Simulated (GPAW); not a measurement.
The system is WS2.

```
CELL_PARAMETERS angstrom
1.57900 0.91164 6.16333
-1.57900 0.91164 6.16333
0.00000 -1.82327 6.16333
ATOMIC_POSITIONS crystal
W 0.00000 0.00000 0.00000
S 0.58100 0.58100 0.58100
S 0.75030 0.75030 0.75030
```

Measurements of this composition are mostly on another form, of space group No. 194.

Base run:

| Item | Value |
| --- | --- |
| Program | GPAW 26.7.0 |
| Functional | PBEsol |
| Potentials or basis | PAW data sets generated in the run's folder for this functional |
| Cutoff | 600 eV |
| Basis | pw |
| k mesh | 7 × 7 × 7 |
| Occupations | fermi-dirac, width 0.05 eV |
| Spin | no spin polarisation |

Its results: band gap on the k mesh 1.09 eV, indirect (least direct gap 2.30 eV); pressure -0.7 GPa; largest force 0.601 eV/Å.

**Question.** The run is repeated on the same cell with these changes: functional from PBEsol to r2SCAN; potentials or basis from PAW data sets generated in the run's folder for this functional to GPAW PAW data sets (gpaw-data 1.2.1). What comes out?

**Answer.** Band gap on the k mesh 1.25 eV, indirect (least direct gap 2.46 eV); pressure 2.6 GPa; largest force 0.616 eV/Å.

Caveats: spin-orbit coupling is left out, which moves the levels of the heavy elements; the mesh misses the band edges, which the band path finds closer together; the PAW data sets were made with another functional, which shifts forces and pressure a little (some runs).

Not every run made on this cell is shown here.
